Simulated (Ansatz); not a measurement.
The system is Al.

```xyz
2
Lattice="2.8125 0.0000 0.0000 -1.4062 2.4357 0.0000 0.0000 0.0000 4.8669" Properties=species:S:1:pos:R:3 pbc="T T T"
Al    0.0000    1.6238    1.2167
Al    1.4062    0.8119    3.6501
```

This isn't the form of Al at room conditions, which is fcc.

- Program: Ansatz 0.2.0
- Task: relaxation of cell and atoms
- Functional: HSEsol
- Potentials or basis: Ansatz PAW
- Cutoff: 420 eV (not typed: the program's choice for these potentials)
- k mesh: 6 × 6 × 3
- Occupations: fermi-dirac, width 0.05 eV
- Spin: no spin polarisation

At the start: volume 16.67 Å³/atom.

Problem. How do energy, volume and symmetry change on relaxing?

Solution. It ends after 8 steps and the volume is 16.44 Å³/atom (-1.4 %); space group P6_3/mmc (No. 194, to 0.05 Å).

Step by step:
```csv
step,energy change (eV),largest force (eV/Å),volume (Å³)
1,0.0000,0.0000,33.34
2,-0.0705,0.0000,32.96
3,-0.0974,0.0000,32.85
4,-0.0977,0.0000,32.84
5,-0.0977,0.0000,32.86
6,-0.0981,0.0000,32.86
7,-0.0981,0.0000,32.87
8,-0.0981,0.0000,32.87
```

Final structure:
```cif
data_structure
_symmetry_space_group_name_H-M 'P 1'
_symmetry_Int_Tables_number 1
_cell_length_a 2.8980
_cell_length_b 2.8980
_cell_length_c 4.5194
_cell_angle_alpha 90.000
_cell_angle_beta 90.000
_cell_angle_gamma 120.000
_cell_volume 32.87
loop_
_atom_site_label
_atom_site_type_symbol
_atom_site_fract_x
_atom_site_fract_y
_atom_site_fract_z
_atom_site_occupancy
Al1 Al 0.33333 0.66667 0.25000 1
Al2 Al 0.66667 0.33333 0.75000 1
```

Caveat: the k mesh is coarse (spacing up to 0.43 Å⁻¹), so the values aren't converged, least of all with exact exchange; the plane-wave basis is chosen anew once the cell has moved, so the energies of steps on either side of that aren't comparable; the PAW data sets come from PBE, with cores solved anew for the run's functional, which leaves a small shift of forces and pressure.
